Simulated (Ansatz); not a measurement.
A generator proposed this cell of In₃GaP₄.

```
CELL_PARAMETERS angstrom
3.95671 -5.59563 0.00000
3.95671 5.59563 0.00000
0.00000 0.00000 3.95671
ATOMIC_POSITIONS crystal
In 0.00000 0.50000 0.00000
In 0.00000 0.00000 0.50000
In 0.50000 0.00000 0.00000
Ga 0.50000 0.50000 0.50000
P 0.75000 0.75000 0.00000
P 0.75000 0.25000 0.50000
P 0.25000 0.75000 0.50000
P 0.25000 0.25000 0.00000
```

Level of theory: Ansatz, DFT PBE, scalar-relativistic, plane waves, PAW. Settings: cutoff 420 eV, Γ-centred mesh 4×4×4 on the computed 8-atom cell, Gaussian smearing of 0.10 eV; no spin polarisation.

The zero of energy is the elements' standard structures at the same level; no fitted shifts are applied. The references include black phosphorus.

Task: How far from equilibrium is it?

Result: The pressure is -4.5 GPa (the mean over three directions, positive in compression), the largest force is 0.39 eV/Å, and the energy is +0.07 eV/atom against the elements. The shortest distance is 2.80 Å.

Task: How much does it gain on relaxing, and where does it end?

Result: Relaxing gains under 0.1 eV/atom (the start's value is from the coarse mesh, so the gain is rough) in 10 ionic steps and ends at +0.01 eV/atom on the finer mesh. The symmetry stays Cmmm (No. 65). The volume per atom shrinks by 7.6 %, from 21.9 to 20.2 Å³. The shortest distance goes from 2.80 Å (Ga–P and In–P) to 2.62 Å (Ga–P). Conventional cell: a = 7.724 Å, b = 10.900 Å, c = 3.846 Å. In on a site of symmetry 2/m has 6 P at 2.73 Å; Ga has 6 P at 2.62–2.65 Å; around P on a site of symmetry 2mm lie 2 Ga at 2.65 Å and 4 In at 2.73–2.80 Å; 2 more sites not described.

The last run used a 6×6×10 mesh (in the run's order of axes) for its 8-atom cell and Gaussian smearing of 0.10 eV. The k mesh leaves some 4 meV/atom of noise in the energy of each metallic cell. The reference form of P is held partly by dispersion forces, which this level lacks. The relaxation can't lower the symmetry of the start. A structure relaxed within its symmetry needn't be a true minimum. Another cell of In3GaP4 relaxed alike, in P-43m, lies 287 meV/atom lower, so this cell isn't the stable form at this level.
